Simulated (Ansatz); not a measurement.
# As under changes of volume

One of the cells (21.530 Å³/atom); the others are scaled copies at fixed shape and fractional positions:

```
CELL_PARAMETERS angstrom
1.88080 1.08588 3.51406
-1.88080 1.08588 3.51406
0.00000 -2.17176 3.51406
ATOMIC_POSITIONS crystal
As 0.22600 0.22600 0.22600
As 0.77400 0.77400 0.77400
```

```yaml
Program: Ansatz 0.2.0
Functional: LDA
Potentials_or_basis: Ansatz PAW
Cutoff: "420 eV (not typed: the program's choice for these potentials)"
k_mesh: 9 × 9 × 9
Occupations: fermi-dirac, width 0.05 eV
Spin: no spin polarisation
```

```csv
volume (Å³/atom),energy over the lowest point (meV/atom),pressure (GPa),largest force (eV/Å)
20.239,10.70,3.9,0.698
20.669,2.87,2.0,0.543
21.100,0.00,0.2,0.397
21.530,1.59,-1.4,0.261
21.961,7.21,-2.8,0.134
22.392,?,?,?
22.822,28.97,-5.2,0.099
```

Question: What does the run at 22.392 Å³/atom give?

Answer: Energy over the lowest point 16.46 meV/atom; pressure -4.1 GPa; largest force 0.014 eV/Å.

Worked out: A Birch-Murnaghan fit of order 3 (a polynomial in V^(-2/3)) to the other rows has its minimum at 21.15 Å³/atom with B0 = V·E''(V) = 81 GPa and B' = 4.1 at fixed shape and positions, which overstates the stiffness. It gives 16.47 meV/atom at 22.392 Å³/atom, against the run's 16.46, and -dE/dV = -4.1 GPa, against -4.1.

Energies are extrapolated to zero smearing.

Caveats: the PAW data sets come from PBE, with cores solved anew for the run's functional, which leaves a small shift of forces and pressure.
